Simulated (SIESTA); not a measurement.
BaTiO3:

```
Ba Ti O
1.0
     2.82737    1.63238    2.31839
    -2.82737    1.63238    2.31839
     0.00000   -3.26476    2.31839
Ba Ti O
1 1 3
Cartesian
  0.0000 0.0000 0.0000
  0.0000 0.0000 3.3698
  1.3885 -0.8017 2.3988
  -1.3885 -0.8017 2.3988
  0.0000 1.6033 2.3988
```

Base run:

* Program: SIESTA 5.4.2
* Functional: PBEsol
* Potentials or basis: PseudoDojo 0.4 standard (PBEsol files)
* Basis: DZP (energy shift 0.003 Ry; two zetas on semicore shells; d shell added on Ba)
* Grid cutoff: 800 Ry
* Energy shift: 0.003 Ry
* k mesh: 7 × 7 × 7
* Occupations: fermi-dirac, width 0.05 eV
* Spin: no spin polarisation

Its results: band gap on the k mesh 2.36 eV, indirect (least direct gap 2.69 eV); pressure 1.0 GPa; largest force 0.200 eV/Å.

Q: The run is repeated on the same cell with these changes: functional from PBEsol to LDA; potentials or basis from PseudoDojo 0.4 standard (PBEsol files) to PseudoDojo 0.4 standard (LDA files). What comes out?

A: Band gap on the k mesh 2.33 eV, indirect (least direct gap 2.66 eV); pressure -3.7 GPa; largest force 0.134 eV/Å.

Caveats: this set's barium file shifts pressures by up to 1 GPa against other sets; spin-orbit coupling is left out, which moves the levels of the heavy elements; the basis of atomic orbitals isn't converged, which shifts pressures, moduli and gaps; an odd mesh through Γ misses points on the zone boundary, where band edges often lie (some runs).
